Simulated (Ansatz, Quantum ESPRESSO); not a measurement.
# SiC and the pressure, program beside program

The cell as given:

Symmetry: F-43m, No. 216, cubic system. The conventional cell has a = 4.358 Å, b = 4.358 Å, c = 4.358 Å, α = 90.00°, β = 90.00°, γ = 90.00°. Si (site symmetry -43m) has 4 C at 1.89 Å as nearest neighbours. C (site symmetry -43m) has 4 Si at 1.89 Å as nearest neighbours.

Kept alike: task relaxation of cell and atoms; functional PBEsol; k mesh 10 × 10 × 10; occupations fermi-dirac, width 0.05 eV; no spin polarisation. The mesh is that of the run's cell of 2 atoms. No spin-orbit coupling.

- A: Ansatz, all-electron LAPW, scalar-relativistic
- B: Quantum ESPRESSO, SSSP 1.3 efficiency PBE, made for PBE, cutoff 857 eV

```csv
pressure (GPa),A: volume (Å³/atom),B: volume (Å³/atom)
0,10.335,10.362
5,10.114,10.140
10,9.913,9.940
20,9.562,9.589
30,9.260,9.288
```

Values on potentials made for another functional: all of B. Values hold for each row's relaxed cell, which stops near the pressure aimed at. The runs follow the start's structure, whether or not it is the stable one at these pressures.

Question: How large is the effect of the pressure, and do the programs agree on it?

Answer: From 0 to 30 GPa the volume moves by -1.075 in A, -1.074 in B (Å³/atom). Row by row the programs differ by 0.026 to 0.028, and over this span the shifts, as printed, agree within 1 %.
